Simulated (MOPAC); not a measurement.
# PM7 on BeS: a test of settings

Aim: start from a run with usual settings and see what each changed setting does to the results.

Method: PM7, atoms fixed, no spin polarisation, in MOPAC 23.2.5.

**1. The starting structure**

The structure is hexagonal, space group P6_3/mmc (No. 194). Conventional cell: a = 3.300 Å, b = 3.300 Å, c = 5.255 Å, α = 90.00°, β = 90.00°, γ = 120.00°. Be (site symmetry -3m) is surrounded by 6 S at 2.31 Å and 2 Be at 2.63 Å. Around S (site symmetry -6m2) lie 6 Be at 2.31 Å.

Structure file:

```cif
data_structure
_symmetry_space_group_name_H-M 'P 1'
_symmetry_Int_Tables_number 1
_cell_length_a 3.3002
_cell_length_b 3.3002
_cell_length_c 5.2552
_cell_angle_alpha 90.000
_cell_angle_beta 90.000
_cell_angle_gamma 120.000
_cell_volume 49.57
loop_
_atom_site_label
_atom_site_type_symbol
_atom_site_fract_x
_atom_site_fract_y
_atom_site_fract_z
_atom_site_occupancy
Be1 Be 0.00000 0.00000 0.00000 1
Be2 Be 0.00000 0.00000 0.50000 1
S1 S 0.33333 0.66667 0.25000 1
S2 S 0.66667 0.33333 0.75000 1
```

The structure type (NiAs) is imposed and need not be the compound's stable one.

**2. The reference run**

The gap of PM6 and PM7 is a difference of Hartree-Fock-like orbital energies, with no screening; it often comes out too large, and it hangs on the parameters.

run.mop reads:

```
PM7 1SCF GRADIENTS AUX(PRECISION=6) THREADS=1
crystal as a cluster of 3x3x2 conventional cells

Be 0.000000 1 0.000000 1 0.000000 1
Be 0.000000 1 0.000000 1 2.627611 1
S -0.000000 1 1.905392 1 1.313806 1
S 1.650118 1 0.952696 1 3.941417 1
Be 0.000000 1 0.000000 1 5.255222 1
Be 0.000000 1 0.000000 1 7.882833 1
S -0.000000 1 1.905392 1 6.569028 1
S 1.650118 1 0.952696 1 9.196639 1
Be -1.650118 1 2.858088 1 0.000000 1
Be -1.650118 1 2.858088 1 2.627611 1
S -1.650118 1 4.763480 1 1.313806 1
S 0.000000 1 3.810784 1 3.941417 1
Be -1.650118 1 2.858088 1 5.255222 1
Be -1.650118 1 2.858088 1 7.882833 1
S -1.650118 1 4.763480 1 6.569028 1
S 0.000000 1 3.810784 1 9.196639 1
Be -3.300236 1 5.716176 1 0.000000 1
Be -3.300236 1 5.716176 1 2.627611 1
S -3.300236 1 7.621568 1 1.313806 1
S -1.650118 1 6.668872 1 3.941417 1
Be -3.300236 1 5.716176 1 5.255222 1
Be -3.300236 1 5.716176 1 7.882833 1
S -3.300236 1 7.621568 1 6.569028 1
S -1.650118 1 6.668872 1 9.196639 1
Be 3.300236 1 0.000000 1 0.000000 1
Be 3.300236 1 0.000000 1 2.627611 1
S 3.300236 1 1.905392 1 1.313806 1
S 4.950354 1 0.952696 1 3.941417 1
Be 3.300236 1 0.000000 1 5.255222 1
Be 3.300236 1 0.000000 1 7.882833 1
S 3.300236 1 1.905392 1 6.569028 1
S 4.950354 1 0.952696 1 9.196639 1
Be 1.650118 1 2.858088 1 0.000000 1
Be 1.650118 1 2.858088 1 2.627611 1
S 1.650118 1 4.763480 1 1.313806 1
S 3.300236 1 3.810784 1 3.941417 1
Be 1.650118 1 2.858088 1 5.255222 1
Be 1.650118 1 2.858088 1 7.882833 1
S 1.650118 1 4.763480 1 6.569028 1
S 3.300236 1 3.810784 1 9.196639 1
Be 0.000000 1 5.716176 1 0.000000 1
Be 0.000000 1 5.716176 1 2.627611 1
S -0.000000 1 7.621568 1 1.313806 1
S 1.650118 1 6.668872 1 3.941417 1
Be 0.000000 1 5.716176 1 5.255222 1
Be 0.000000 1 5.716176 1 7.882833 1
S -0.000000 1 7.621568 1 6.569028 1
S 1.650118 1 6.668872 1 9.196639 1
Be 6.600472 1 0.000000 1 0.000000 1
Be 6.600472 1 0.000000 1 2.627611 1
S 6.600472 1 1.905392 1 1.313806 1
S 8.250590 1 0.952696 1 3.941417 1
Be 6.600472 1 0.000000 1 5.255222 1
Be 6.600472 1 0.000000 1 7.882833 1
S 6.600472 1 1.905392 1 6.569028 1
S 8.250590 1 0.952696 1 9.196639 1
Be 4.950354 1 2.858088 1 0.000000 1
Be 4.950354 1 2.858088 1 2.627611 1
S 4.950354 1 4.763480 1 1.313806 1
S 6.600472 1 3.810784 1 3.941417 1
Be 4.950354 1 2.858088 1 5.255222 1
Be 4.950354 1 2.858088 1 7.882833 1
S 4.950354 1 4.763480 1 6.569028 1
S 6.600472 1 3.810784 1 9.196639 1
Be 3.300236 1 5.716176 1 0.000000 1
Be 3.300236 1 5.716176 1 2.627611 1
S 3.300236 1 7.621568 1 1.313806 1
S 4.950354 1 6.668872 1 3.941417 1
Be 3.300236 1 5.716176 1 5.255222 1
Be 3.300236 1 5.716176 1 7.882833 1
S 3.300236 1 7.621568 1 6.569028 1
S 4.950354 1 6.668872 1 9.196639 1
Tv 9.900708 1 0.000000 1 0.000000 1
Tv -4.950354 1 8.574265 1 0.000000 1
Tv 0.000000 1 0.000000 1 10.510444 1
```

Started as:

```console
$ mopac run.mop
```

Standard output (excerpt; [...] marks lines left out):

```text
[...]
           Empirical Formula: Be36 S36  =    72 atoms
[...]
     SCF FIELD WAS ACHIEVED
[...]
                                                       MOPAC v23.2.5 Linux
          FINAL HEAT OF FORMATION =      -1503.66640 KCAL/MOL =   -6291.34020 KJ/MOL
          H.o.F. per unit cell    =        -41.76851 KCAL, for 36 unit cells, unit cell = Be1 S1
          GRADIENT NORM           =        141.75359          =       16.70582 PER ATOM
          IONIZATION POTENTIAL    =          9.765266 EV
          HOMO LUMO ENERGIES (EV) =         -9.765 -2.890
          NO. OF FILLED LEVELS    =        144
          MOLECULAR WEIGHT        =       1478.5985         POINT GROUP:  C1
          VOLUME OF UNIT CELL     =        892.245 CUBIC ANGSTROMS
          DENSITY                 =          2.752 GRAMS/CC
                              A   =          9.901 ANGSTROMS
                              B   =          9.901 ANGSTROMS
                              C   =         10.510 ANGSTROMS
[...]
                             CARTESIAN COORDINATES
   1   Be        0.000000000     0.000000000     0.000000000
   2   Be        0.000000000     0.000000000     2.627611000
   3    S       -0.000000000     1.905392000     1.313806000
   4    S        1.650118000     0.952696000     3.941417000
   5   Be        0.000000000     0.000000000     5.255222000
   6   Be        0.000000000     0.000000000     7.882833000
   7    S       -0.000000000     1.905392000     6.569028000
   8    S        1.650118000     0.952696000     9.196639000
   9   Be       -1.650118000     2.858088000     0.000000000
  10   Be       -1.650118000     2.858088000     2.627611000
  11    S       -1.650118000     4.763480000     1.313806000
  12    S        0.000000000     3.810784000     3.941417000
  13   Be       -1.650118000     2.858088000     5.255222000
[...]
              NET ATOMIC CHARGES AND DIPOLE CONTRIBUTIONS
  ATOM NO.   TYPE          CHARGE      No. of ELECS.   s-Pop       p-Pop       d-Pop
    1         Be           0.957191        1.0428     0.42655     0.61626
    2         Be           0.957181        1.0428     0.42656     0.61625
    3          S          -0.957272        6.9573     1.88769     5.04399     0.02559
    4          S          -0.957049        6.9570     1.88770     5.04375     0.02560
    5         Be           0.957189        1.0428     0.42655     0.61626
    6         Be           0.957180        1.0428     0.42657     0.61625
    7          S          -0.957221        6.9572     1.88770     5.04393     0.02559
    8          S          -0.957043        6.9570     1.88771     5.04374     0.02560
    9         Be           0.957148        1.0429     0.42658     0.61627
   10         Be           0.957143        1.0429     0.42658     0.61627
   11          S          -0.956953        6.9570     1.88771     5.04364     0.02560
   12          S          -0.957079        6.9571     1.88771     5.04377     0.02559
[...]
 * JOB ENDED NORMALLY *
[...]
```

Run time: 16 s. Hardware: 1 thread of Arm Neoverse V1, shared host; peak memory 0.062 GiB.

Gap 6.88 eV. The 72 atoms of the cluster fold only a few k-points onto the zone centre, so gap and energy may not be converged in the cluster's size.

**3. Change: method = RM1**

Changes to run.mop since step 2:

```diff
@@ -1,2 +1,2 @@
-PM7 1SCF GRADIENTS AUX(PRECISION=6) THREADS=1
+RM1 1SCF GRADIENTS AUX(PRECISION=6) THREADS=1
 crystal as a cluster of 3x3x2 conventional cells
```

Started as:

```console
$ mopac run.mop
```

Standard output:

```text
[... start of the log left out ...]
    64         S          6.6005      3.8108      9.1966
    65        Be          3.3002      5.7162      0.0000
    66        Be          3.3002      5.7162      2.6276
    67         S          3.3002      7.6216      1.3138
    68         S          4.9504      6.6689      3.9414
    69        Be          3.3002      5.7162      5.2552
    70        Be          3.3002      5.7162      7.8828
    71         S          3.3002      7.6216      6.5690
    72         S          4.9504      6.6689      9.1966

 DATA ARE NOT AVAILABLE FOR ELEMENT NO.  4
  S: (RM1): G.B. ROCHA, R.O. FREIRE, A.M.SIMAS, J.J.P. STEWART, J. COMP. CHEM. 27, 1101 (2006)

          SOME ELEMENTS HAVE BEEN SPECIFIED FOR WHICH
          NO PARAMETERS ARE AVAILABLE.  CALCULATION STOPPED.

          Parameters for some elements are missing

           Empirical Formula: Be36 S36  =    72 atoms

 ******************************************************************************
 *                                                                            *
 *     Error and normal termination messages reported in this calculation     *
 *                                                                            *
 * Parameters for some elements are missing                                   *
 * JOB ENDED NORMALLY                                                         *
 *                                                                            *
 ******************************************************************************

 TOTAL JOB TIME:             0.01 SECONDS

 == MOPAC DONE ==
```

Run time: 0.04 s. Hardware: 1 thread of Arm Neoverse V1, shared host; peak memory 0.012 GiB.

The program refused the job: «Parameters for some elements are missing».

**4. Change: method = MNDOD**

Changes to run.mop since step 3:

```diff
@@ -1,2 +1,2 @@
-RM1 1SCF GRADIENTS AUX(PRECISION=6) THREADS=1
+MNDOD 1SCF GRADIENTS AUX(PRECISION=6) THREADS=1
 crystal as a cluster of 3x3x2 conventional cells
```

Started as:

```console
$ mopac run.mop
```

Standard output (excerpt; [...] marks lines left out):

```text
[...]
           Empirical Formula: Be36 S36  =    72 atoms
[...]
     SCF FIELD WAS ACHIEVED
[...]
                                                       MOPAC v23.2.5 Linux
          FINAL HEAT OF FORMATION =      -3997.23492 KCAL/MOL =  -16724.43091 KJ/MOL
          H.o.F. per unit cell    =       -111.03430 KCAL, for 36 unit cells, unit cell = Be1 S1
          GRADIENT NORM           =        122.52766          =       14.44002 PER ATOM
          IONIZATION POTENTIAL    =          8.721374 EV
          HOMO LUMO ENERGIES (EV) =         -8.721 -0.836
          NO. OF FILLED LEVELS    =        144
          MOLECULAR WEIGHT        =       1478.5985         POINT GROUP:  C1
          VOLUME OF UNIT CELL     =        892.245 CUBIC ANGSTROMS
          DENSITY                 =          2.752 GRAMS/CC
                              A   =          9.901 ANGSTROMS
                              B   =          9.901 ANGSTROMS
                              C   =         10.510 ANGSTROMS
[...]
              NET ATOMIC CHARGES AND DIPOLE CONTRIBUTIONS
  ATOM NO.   TYPE          CHARGE      No. of ELECS.   s-Pop       p-Pop       d-Pop
    1         Be           0.196505        1.8035     0.59253     1.21097
    2         Be           0.196549        1.8035     0.59249     1.21096
    3          S          -0.196357        6.1964     1.50968     4.60968     0.07700
    4          S          -0.195736        6.1957     1.50982     4.60892     0.07699
    5         Be           0.196572        1.8034     0.59246     1.21097
    6         Be           0.196475        1.8035     0.59256     1.21096
    7          S          -0.196355        6.1964     1.50967     4.60968     0.07700
    8          S          -0.195673        6.1957     1.50983     4.60885     0.07699
    9         Be           0.195839        1.8042     0.59246     1.21170
   10         Be           0.195847        1.8042     0.59244     1.21171
   11          S          -0.195257        6.1953     1.50989     4.60837     0.07700
   12          S          -0.195446        6.1954     1.50978     4.60866     0.07700
[...]
 * JOB ENDED NORMALLY *
[...]
```

Wall time 14 s (1 thread of Arm Neoverse V1, shared host); peak memory 0.062 GiB.

Totals of another method or basis aren't compared here.

**5. Change: method = AM1**

Changes to run.mop since step 4:

```diff
@@ -1,2 +1,2 @@
-MNDOD 1SCF GRADIENTS AUX(PRECISION=6) THREADS=1
+AM1 1SCF GRADIENTS AUX(PRECISION=6) THREADS=1
 crystal as a cluster of 3x3x2 conventional cells
```

Started as:

```console
$ mopac run.mop
```

Standard output (excerpt; [...] marks lines left out):

```text
[...]
           Empirical Formula: Be36 S36  =    72 atoms
[...]
     SCF FIELD WAS ACHIEVED
[...]
                                                       MOPAC v23.2.5 Linux
          FINAL HEAT OF FORMATION =       9112.45086 KCAL/MOL =   38126.49439 KJ/MOL
          H.o.F. per unit cell    =        253.12363 KCAL, for 36 unit cells, unit cell = Be1 S1
          GRADIENT NORM           =       3178.60871          =       374.60265 PER ATOM
          IONIZATION POTENTIAL    =          6.247187 EV
          HOMO LUMO ENERGIES (EV) =         -6.247 -2.762
          NO. OF FILLED LEVELS    =        144
          MOLECULAR WEIGHT        =       1478.5985         POINT GROUP:  C1
          VOLUME OF UNIT CELL     =        892.245 CUBIC ANGSTROMS
          DENSITY                 =          2.752 GRAMS/CC
                              A   =          9.901 ANGSTROMS
                              B   =          9.901 ANGSTROMS
                              C   =         10.510 ANGSTROMS
[...]
              NET ATOMIC CHARGES AND DIPOLE CONTRIBUTIONS
  ATOM NO.   TYPE          CHARGE      No. of ELECS.   s-Pop       p-Pop
    1         Be           0.620095        1.3799     0.43961     0.94029
    2         Be           0.620251        1.3797     0.43947     0.94028
    3          S          -0.620618        6.6206     1.84049     4.78013
    4          S          -0.619191        6.6192     1.84050     4.77869
    5         Be           0.620264        1.3797     0.43939     0.94035
    6         Be           0.620066        1.3799     0.43954     0.94039
    7          S          -0.620779        6.6208     1.84046     4.78032
    8          S          -0.619358        6.6194     1.84041     4.77895
    9         Be           0.619922        1.3801     0.43929     0.94079
   10         Be           0.620049        1.3800     0.43915     0.94080
   11          S          -0.618709        6.6187     1.84040     4.77831
   12          S          -0.619811        6.6198     1.84043     4.77938
[...]
 * JOB ENDED NORMALLY *
[...]
```

Run time: 38 s. Hardware: 1 thread of Arm Neoverse V1, shared host; peak memory 0.035 GiB.

Totals of another method or basis aren't compared here. The state is unphysical (a heat of formation of +127 kcal/mol an atom), so these numbers say nothing of the crystal.

**6. Change: method = PM3**

Changes to run.mop since step 5:

```diff
@@ -1,2 +1,2 @@
-AM1 1SCF GRADIENTS AUX(PRECISION=6) THREADS=1
+PM3 1SCF GRADIENTS AUX(PRECISION=6) THREADS=1
 crystal as a cluster of 3x3x2 conventional cells
```

Started as:

```console
$ mopac run.mop
```

Standard output (excerpt; [...] marks lines left out):

```text
[...]
           Empirical Formula: Be36 S36  =    72 atoms
[...]
     SCF FIELD WAS ACHIEVED
[...]
                                                       MOPAC v23.2.5 Linux
          FINAL HEAT OF FORMATION =      -3362.33581 KCAL/MOL =  -14068.01302 KJ/MOL
          H.o.F. per unit cell    =        -93.39822 KCAL, for 36 unit cells, unit cell = Be1 S1
          GRADIENT NORM           =        199.73274          =       23.53873 PER ATOM
          IONIZATION POTENTIAL    =          8.102743 EV
          HOMO LUMO ENERGIES (EV) =         -8.103 -5.716
          NO. OF FILLED LEVELS    =        144
          MOLECULAR WEIGHT        =       1478.5985         POINT GROUP:  C1
          VOLUME OF UNIT CELL     =        892.245 CUBIC ANGSTROMS
          DENSITY                 =          2.752 GRAMS/CC
                              A   =          9.901 ANGSTROMS
                              B   =          9.901 ANGSTROMS
                              C   =         10.510 ANGSTROMS
[...]
              NET ATOMIC CHARGES AND DIPOLE CONTRIBUTIONS
  ATOM NO.   TYPE          CHARGE      No. of ELECS.   s-Pop       p-Pop
    1         Be           0.992854        1.0071     0.51794     0.48920
    2         Be           0.992719        1.0073     0.51804     0.48924
    3          S          -0.992848        6.9928     1.89966     5.09319
    4          S          -0.992180        6.9922     1.89959     5.09259
    5         Be           0.992878        1.0071     0.51792     0.48920
    6         Be           0.992653        1.0073     0.51813     0.48922
    7          S          -0.992855        6.9929     1.89974     5.09312
    8          S          -0.992253        6.9923     1.89971     5.09254
    9         Be           0.992661        1.0073     0.51803     0.48930
   10         Be           0.992357        1.0076     0.51828     0.48936
   11          S          -0.992048        6.9920     1.89973     5.09232
   12          S          -0.992372        6.9924     1.89971     5.09266
[...]
 * JOB ENDED NORMALLY *
[...]
```

Run time: 2.3 s. Hardware: 1 thread of Arm Neoverse V1, shared host; peak memory 0.027 GiB.

Totals of another method or basis aren't compared here.

**7. Change: CHARGE = 2**

Changes to run.mop since step 6:

```diff
@@ -1,2 +1,2 @@
-PM3 1SCF GRADIENTS AUX(PRECISION=6) THREADS=1
+PM7 1SCF CHARGE=2 GRADIENTS AUX(PRECISION=6) THREADS=1
 crystal as a cluster of 3x3x2 conventional cells
```

Started as:

```console
$ mopac run.mop
```

Standard output:

```text
[... start of the log left out ...]
                              PM7 CALCULATION RESULTS

 *******************************************************************************
 *  PM7        - The PM7 Hamiltonian to be used
 *
 *
 *
 *                 CHARGE ON SYSTEM = +2
 *
 *
 *

          INFINITE SYSTEMS MUST HAVE A ZERO CHARGE ON THE UNIT CELL

          Unit cell has a charge. Correct fault and re-submit
 *
 *  Errors detected in keywords.  Job stopped here to avoid wasting time.
 *
 *******************************************************************************

 ******************************************************************************
 *                                                                            *
 *     Error and normal termination messages reported in this calculation     *
 *                                                                            *
 * Unit cell has a charge. Correct fault and re-submit                        *
 * JOB ENDED NORMALLY                                                         *
 *                                                                            *
 ******************************************************************************

 TOTAL JOB TIME:             0.00 SECONDS

 == MOPAC DONE ==
```

Run time: 0.04 s. Hardware: 1 thread of Arm Neoverse V1, shared host; peak memory 0.012 GiB.

The program refused the job: «Unit cell has a charge. Correct fault and re-submit».

**8. Change: cluster = 1x1x1**

run.mop reads:

```
PM7 1SCF GRADIENTS AUX(PRECISION=6) THREADS=1
crystal as a cluster of 1x1x1 conventional cells

Be 0.000000 1 0.000000 1 0.000000 1
Be 0.000000 1 0.000000 1 2.627611 1
S -0.000000 1 1.905392 1 1.313806 1
S 1.650118 1 0.952696 1 3.941417 1
Tv 3.300236 1 0.000000 1 0.000000 1
Tv -1.650118 1 2.858088 1 0.000000 1
Tv 0.000000 1 0.000000 1 5.255222 1
```

Started as:

```console
$ mopac run.mop
```

Standard output:

```text
[... start of the log left out ...]
     2        Be          0.0000      0.0000      2.6276
     3         S         -0.0000      1.9054      1.3138
     4         S          1.6501      0.9527      3.9414

 General Reference for PM7:
 "Optimization of Parameters for Semiempirical Methods VI: More Modifications to the
 NDDO Approximations and Re-optimization of Parameters", J. J. P. Stewart, J. Mol. Mod., 1:32, 19 (2013)

           Empirical Formula: Be2 S2  =     4 atoms

          Translation vector length 1:    3.300 Angstroms
          Translation vector length 2:    3.300 Angstroms
          Translation vector length 3:    5.255 Angstroms

          Distance between faces 2 and 3 is unreasonably small: 2.858 Angstroms, min: 4.000
          Distance between faces 1 and 3 is unreasonably small: 2.858 Angstroms, min: 4.000

          One or more translation vectors are unreasonably small
          To over-ride this safety check, add keyword 'GEO-OK'

 ******************************************************************************
 *                                                                            *
 *     Error and normal termination messages reported in this calculation     *
 *                                                                            *
 * One or more translation vectors are unreasonably small                     *
 * JOB ENDED NORMALLY                                                         *
 *                                                                            *
 ******************************************************************************

 TOTAL JOB TIME:             0.01 SECONDS

 == MOPAC DONE ==
```

Run time: 0.04 s. Hardware: 1 thread of Arm Neoverse V1, shared host; peak memory 0.012 GiB.

The program refused the job.

**9. What moved**

| change | ends | gap (eV) | energy (meV/atom) | pressure (GPa) | time |
| --- | --- | --- | --- | --- | --- |
| none | converged | 6.88 | 0 | – | 16 s |
| method = RM1 | refused | – | – | – | 0.04 s |
| method = MNDOD | converged | +1.01 | – | – | 14 s |
| method = AM1 | converged | -3.39 | – | – | 38 s |
| method = PM3 | converged | -4.49 | – | – | 2.3 s |
| CHARGE = 2 | refused | – | – | – | 0.04 s |
| cluster = 1x1x1 | refused | – | – | – | 0.04 s |

The first row holds values, the others changes from it. Keys are the program's: temperature in eV (tblite) or K (CP2K), cutoffs in Ry, CUTOFP in Å. 3 of the 6 changes gave no result. The changed runs test settings; they are no properties of the crystal.
